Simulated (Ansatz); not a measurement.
Crystal: CoO.

```
Co O
1.0
    -1.50800    1.50800    2.10725
     1.50800   -1.50800    2.10725
     1.50800    1.50800   -2.10725
Co O
1 1
Direct
  0.00000 0.00000 0.00000
  0.50000 0.50000 0.00000
```

Alike in all runs: program Ansatz 0.2.0; functional LDA; potentials or basis Ansatz PAW; cutoff 420 eV (not typed: the program's choice for these potentials); k mesh 9 × 9 × 9; occupations gaussian, width 0.05 eV; hubbard terms Co d U = 3 eV.

Starts and where they ended:

```csv
start,free energy over the lowest (meV/atom),net moment (μB),site or absolute moments (μB),gap
"collinear spin, ferromagnetic start of up to 2 μB",0.0,3.00,Co +2.55; O +0.27,0.55 eV
"collinear spin, random start of up to 0.63 μB",0.0,3.00,Co +2.55; O +0.27,0.55 eV
"collinear spin, program default start; fixed moment 0",411.7,0.00,absolute 0.72,-
```

Runs with fixed or held moments lie higher by the price of the constraint. A still lower state may exist.

Caveats: the magnetic or orbital state may not be the lowest; odd divisions of the mesh miss points on the zone boundary, where band edges often lie, so the gap on the mesh can be too wide (some runs); a cell with one magnetic atom can't hold antiferromagnetic order, which such compounds often take (some runs); the total moment is fixed, so each spin has its own Fermi level (some runs).
